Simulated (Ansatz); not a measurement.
One crystal and one scan (scan of one atom of the cell) at two levels, r2SCAN (plane waves to 500 eV, PAW, scalar-relativistic; Ansatz, a quantum-chemistry and plane-wave program) and PBE (plane waves to 420 eV, PAW, scalar-relativistic; Ansatz), each from its own relaxed cell and on its own mesh. The cell shown is that of r2SCAN.

Relaxed CaF₂ (fluorite):

```yaml
crystal:
  lattice:
    - [0.00000, 2.72024, 2.72024]
    - [2.72024, 0.00000, 2.72024]
    - [2.72024, 2.72024, 0.00000]
  atoms:
    - { symbol: Ca, position: [0.00000, 0.00000, 0.00000] }
    - { symbol: F, position: [0.25000, 0.25000, 0.25000] }
    - { symbol: F, position: [0.75000, 0.75000, 0.75000] }
```

In this cell atom 3 (F, nearest neighbour Ca at 2.356 Å; its periodic images, 3.8 Å or more away, move with it) is moved by s along Cartesian [110], unit vector (0.707, 0.707, 0.000); all other atoms and the cell stay fixed.

E stands for the smeared free energy. CaF2 was relaxed with its symmetry unable to fall. The PAW data are Ansatz's earlier set. Percentages come from the unrounded values.

Results of r2SCAN:

```
Quantity                                                                                                                  Result
----------------------------------------------------------------  --------------------------------------------------------------
Lattice constant a (Å)                                                                                                     5.440
Force constant k = d²E/ds² at s = 0 (finite differences) (eV/Å²)                                                            5.00
Shape of the curve                                                a single well with its minimum at or next to zero displacement
```

**Question.** Estimate the PBE values.

**Answer.** 
| quantity | PBE | r2SCAN − PBE |
|---|---|---|
| Lattice constant a (Å) | 5.511 | -0.071 (-1.3 %) |
| Force constant k = d²E/ds² at s = 0 (finite differences) (eV/Å²) | 4.20 | +0.80 (+19 %) |

r2SCAN gives the higher value for: force constant k = d²E/ds² at s = 0. r2SCAN gives the lower value for: lattice constant a. Both give the same shape of the curve: a single well with its minimum at or next to zero displacement. Neither level is exact: the differences show how much the result hangs on the functional.

(A displaced cell: forces are minus the slopes of the energy, force constants its curvatures, and phonons follow from these.)
